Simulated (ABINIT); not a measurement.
MgI2:

```
CELL_PARAMETERS angstrom
4.14000 0.00000 0.00000
-2.07000 3.58535 0.00000
0.00000 0.00000 6.88000
ATOMIC_POSITIONS crystal
I 0.66667 0.33333 0.75000
I 0.33333 0.66667 0.25000
Mg 0.00000 0.00000 0.00000
```

Base run:

```yaml
Program: ABINIT 10.8.3 (patched build)
Functional: PBE
Potentials_or_basis: PseudoDojo NC SR PBE v0.5 standard
Cutoff: 1143 eV
k_mesh: 6 × 6 × 3
Occupations: fermi-dirac, width 0.05 eV
Spin: no spin polarisation
```

Its results: band gap on the k mesh 3.46 eV, indirect (least direct gap 3.62 eV); pressure 0.7 GPa; largest force 0.238 eV/Å.

Q: The run is repeated on the same cell with these changes: functional from PBE to PBEsol; potentials or basis from PseudoDojo NC SR PBE v0.5 standard to PseudoDojo NC SR PBEsol v0.4.1 standard; cutoff from 1143 eV to 1034 eV. What comes out?

A: Band gap on the k mesh 3.41 eV, indirect (least direct gap 3.51 eV); pressure -0.9 GPa; largest force 0.285 eV/Å.

Caveats: spin-orbit coupling is left out, which moves the levels of the heavy elements; an odd mesh through Γ misses points on the zone boundary, where band edges often lie; the cell's inner coordinates are idealised or old, which leaves forces on the atoms; this functional lacks dispersion, which binds the layers, so the pressure and a relaxed spacing across them are unreliable.
